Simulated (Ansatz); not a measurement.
# Nb3Sn: further runs on the relaxed cell

One table from this session's results is given with a row withheld; the runs are named, their logs left out.

Method: DFT PBEsol, scalar-relativistic, plane waves, PAW, in Ansatz 0.2.0.

1 further run of the same task is left out (set aside as unsound or not needed).

**The starting structure**

It takes space group Pm-3n (No. 223, cubic). Conventional cell: a = 5.259 Å, b = 5.259 Å, c = 5.259 Å, α = 90.00°, β = 90.00°, γ = 90.00°. Around Nb (site symmetry -4m2) lie 2 Nb at 2.63 Å and 4 Sn at 2.94 Å. Around Sn (site symmetry m-3) lie 12 Nb at 2.94 Å.

As a file:

```cif
data_structure
_symmetry_space_group_name_H-M 'P 1'
_symmetry_Int_Tables_number 1
_cell_length_a 5.2586
_cell_length_b 5.2586
_cell_length_c 5.2586
_cell_angle_alpha 90.000
_cell_angle_beta 90.000
_cell_angle_gamma 90.000
_cell_volume 145.41
loop_
_atom_site_label
_atom_site_type_symbol
_atom_site_fract_x
_atom_site_fract_y
_atom_site_fract_z
_atom_site_occupancy
Nb1 Nb 0.25000 0.00000 0.50000 1
Nb2 Nb 0.50000 0.75000 0.00000 1
Nb3 Nb 0.75000 0.00000 0.50000 1
Nb4 Nb 0.50000 0.25000 0.00000 1
Nb5 Nb 0.00000 0.50000 0.75000 1
Nb6 Nb 0.00000 0.50000 0.25000 1
Sn1 Sn 0.00000 0.00000 0.00000 1
Sn2 Sn 0.50000 0.50000 0.50000 1
```

This cell was relaxed beforehand with the same method: volume 18.18 Å³/atom, gap on the mesh none (metal).

The first run:

Input file input.yaml:

```yaml
crystal:
  lattice:
    - [5.258571499, 0.0, 0.0]
    - [0.0, 5.258571499, 0.0]
    - [0.0, 0.0, 5.258571499]
  atoms:
    - { symbol: Nb, position: [0.25, 0.0, 0.5] }
    - { symbol: Nb, position: [0.5, 0.75, 0.0] }
    - { symbol: Nb, position: [0.75, 0.0, 0.5] }
    - { symbol: Nb, position: [0.5, 0.25, 0.0] }
    - { symbol: Nb, position: [0.0, 0.5, 0.75] }
    - { symbol: Nb, position: [0.0, 0.5, 0.25] }
    - { symbol: Sn, position: [0.0, 0.0, 0.0] }
    - { symbol: Sn, position: [0.5, 0.5, 0.5] }
basis:
  ecutwfc: 420
kpoints:
  mp_grid: { grid: [8, 8, 8] }
  band_path:
    path:
      - [[0.0, 0.0, 0.0], [0.0, 0.5, 0.0], [0.5, 0.5, 0.0], [0.0, 0.0, 0.0], [0.5, 0.5, 0.5], [0.0, 0.5, 0.0]]
      - [[0.5, 0.5, 0.5], [0.5, 0.5, 0.0]]
    npoints: 14
hamiltonian:
  xc: pbesol
scf:
  occupations: { method: gaussian, width: 0.1 }
  n_extra_bands: 20
output:
  forces: true
  stress: true
  eigenvalues: true
  populations: true
  dos: { projected: true, de: 0.02, nscf_kmesh: { grid: [12, 12, 12] } }
  bader: true
  write_density: true
  write_potential: true
  elf: true
  volumetric_format: npy
```

On the command line:

```sh
$ ansatz run input.yaml --threads 2 --pin off --max-ram 5120MiB --backend cpu --events-out ev --progress --plain --runs-dir out
```

Steps of the session up to this table: Electronic structure at the relaxed geometry; Volume × 0.97; The cell scaled to 1.03 of its volume; Volume × 0.94; Point at V/V0 = 1.06.

One table of the session follows, with a row left open; its other results are not shown here.

It belongs to the step «Fit of the equation of state». 

```
volume (Å³/atom)  energy above the lowest point (meV/atom)  pressure (GPa)
          17.086                                      39.8           12.40
          17.631                                       9.4            5.72
          18.177                                       0.0            0.00
          18.722                                         ?               ?
          19.267                                      32.6           -9.08
```

Q: Estimate the row for volume (Å³/atom) = 18.722 from the others.

Worked estimate for «energy above the lowest point (meV/atom)». A straight line through the neighbours (18.177, 0.0) and (19.267, 32.6) gives 0.0 + (32.6 − 0.0) × (18.722 − 18.177) / (19.267 − 18.177) = 16.3; a parabola fitted to 3 rows on both sides gives 7.7.

The run gave: energy above the lowest point (meV/atom): 8.6; pressure (GPa): -4.89. In «energy above the lowest point (meV/atom)» the line misses by +7.7 and the parabola by -0.9.
